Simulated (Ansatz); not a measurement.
KF built on the rocksalt prototype, relaxed with r2SCAN in Ansatz 0.2.0. Space group Fm-3m (No. 225), cubic; conventional cell a = 5.318 Å, 18.80 Å³ an atom. K has 6 F at 2.66 Å; F has 6 K at 2.66 Å.

The axes x, y and z are those of this cell:
```
K F
1.0
     0.00000    2.65896    2.65896
     2.65896    0.00000    2.65896
     2.65896    2.65896    0.00000
K F
1 1
Cartesian
  0.0000 0.0000 0.0000
  2.6590 2.6590 2.6590
```

Unstrained: The PBE gap is direct at Γ: 6.259 eV. r2SCAN gives a direct gap of 6.908 eV at Γ. The HSE06 gap is direct at Γ: 8.263 eV. Meshes: PBE 8×8×8, r2SCAN 8×8×8, HSE06 6×6×6. Strains are changes of length per length. After each strain the atoms were relaxed again with r2SCAN within the symmetry that the strain leaves, so tilts or polar shifts that break it weren't tested; points keep the names that they have in the unstrained zone. (Simulation; spin polarisation is off.)

Problem. One strain changed the r2SCAN stress by xx +4.66, yy +4.66, zz 0.00 GPa (compression positive) and the gap by +0.303 eV (PBE), +0.306 eV (r2SCAN), +0.333 eV (HSE06). Which kind of strain was it, and roughly how large?

Solution. Epitaxial -4.0 % in the xy plane, free normal strain +1.61 %. The pattern of the stress gives the kind; the size needs the stiffness, so it is an estimate.

Problem. Estimate what uniaxial -5.0 % along [111], other directions held does to the gap.

Solution. PBE: the gap goes from 6.259 to 6.501 eV (+0.242 eV); with r2SCAN the top three valence levels at Γ, degenerate before, become 1+2 from the top over 41 meV. r2SCAN: the gap goes from 6.908 to 7.161 eV (+0.253 eV). HSE06: the gap goes from 8.263 to 8.529 eV (+0.266 eV). The r2SCAN energy rises by 7.8 meV an atom.

Problem. Estimate what uniaxial +0.5 % along x, other directions held does to the gap.

Solution. PBE: the gap goes from 6.259 to 6.230 eV (-0.029 eV). r2SCAN: the gap goes from 6.908 to 6.878 eV (-0.030 eV). HSE06: the gap goes from 8.263 to 8.232 eV (-0.031 eV). The r2SCAN energy rises by 0.1 meV an atom.

Problem. One strain changed the r2SCAN stress by xx +0.71, yy +0.71, zz +0.71, xy -0.36, xz -0.36, yz -0.36 GPa (compression positive) and the gap by +0.087 eV (PBE), +0.092 eV (r2SCAN), +0.096 eV (HSE06). Which kind of strain was it, and roughly how large?

Solution. Epitaxial -2.0 % in the plane normal to [111], free normal strain +2.05 %. The pattern of the stress gives the kind; the size needs the stiffness, so it is an estimate.

Problem. One strain changed the r2SCAN stress by xx -0.98, yy -0.98, zz -0.98 GPa (compression positive) and the gap by -0.157 eV (PBE), -0.159 eV (r2SCAN), -0.169 eV (HSE06). Which kind of strain was it, and roughly how large?

Solution. Isotropic +1.0 % on every length. The pattern of the stress gives the kind; the size needs the stiffness, so it is an estimate.

The meshes of the hybrids are coarse, so their gaps aren't converged to the digits shown.

The splittings at Γ are without spin-orbit coupling, which regroups them where it is of like size or larger.
